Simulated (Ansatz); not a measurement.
System: HfS2 (layers cut from the bulk crystal).

The cell holds 9 atoms: 6 S and 3 Hf. Cell: a = 3.615 Å, b = 3.615 Å, c = 52.100 Å, α = 90.0°, β = 90.0°, γ = 120.0°. It derives from HfS2. Regions: layer 1, 3 atoms (2 S and 1 Hf); layer 2, 3 atoms (2 S and 1 Hf); layer 3, 3 atoms (2 S and 1 Hf). Vacuum lies along c.

```xyz
9
Lattice="3.6147 0.0000 0.0000 -1.8073 3.1304 0.0000 0.0000 0.0000 52.1000" Properties=species:S:1:pos:R:3
S     0.0000    2.0869   18.8239
Hf    0.0000    0.0000   20.2796
S     1.8073    1.0435   21.7327
S     0.0000    2.0869   24.5976
Hf    0.0000    0.0000   26.0500
S     1.8073    1.0435   27.5024
S     0.0000    2.0869   30.3673
Hf    0.0000    0.0000   31.8204
S     1.8073    1.0435   33.2761
```

The structure was relaxed with PBE-D3(BJ). At the settings of the band run the largest force is still 0.09 eV/Å. The runs that relaxed it are not among those shown. Spin-orbit coupling is left out unless a run names it.

Gaps computed with Ansatz 0.2.0 without a self-energy: PBE 1.10 eV, PBE+SOC 1.04 eV and HSE06 1.93 eV.

Question: Estimate the G0W0@PBE gap with 6×6×1 mesh, 473 empty bands, screening to 50 eV, PAW set soft_1 files.

About 1.92 eV: on its mesh the run moves the gap from 1.10 eV by +0.82 eV. Among the scalar-relativistic levels given, HSE06 is nearest (+0.01 eV). Spin-orbit coupling is not in that value; its −0.06 eV at the PBE level would bring it to about 1.86 eV. Bands and cutoff are finite, so the gap is not at the basis limit. The miss can reach some tenths of an eV and take either sign; the mesh is an error of its own. The mesh in the plane is coarse for a sheet; gap and any exciton binding can still move on denser ones. The many-body steps are scalar-relativistic: spin-orbit coupling is not in them.

[Paths, hosts, dates, memory and timing lines, banners, echoed tables and standing remarks are left out of the program output.]

[Logs are printed without paths, hosts, clocks, repeated set-up lines and the standing remarks that a program may print on its own settings, such as how far it seeks lower states.]

[Runs of the session that timed out or met a known fault of the program may be left out.]

[Cells called generated may have been cut or substituted from an entry of the Crystallography Open Database or the Materials Project.]

[Hosts, paths, dates, database ids (printed as entryN), source tags and the programs' standing remarks are cut or masked in the printed files.]
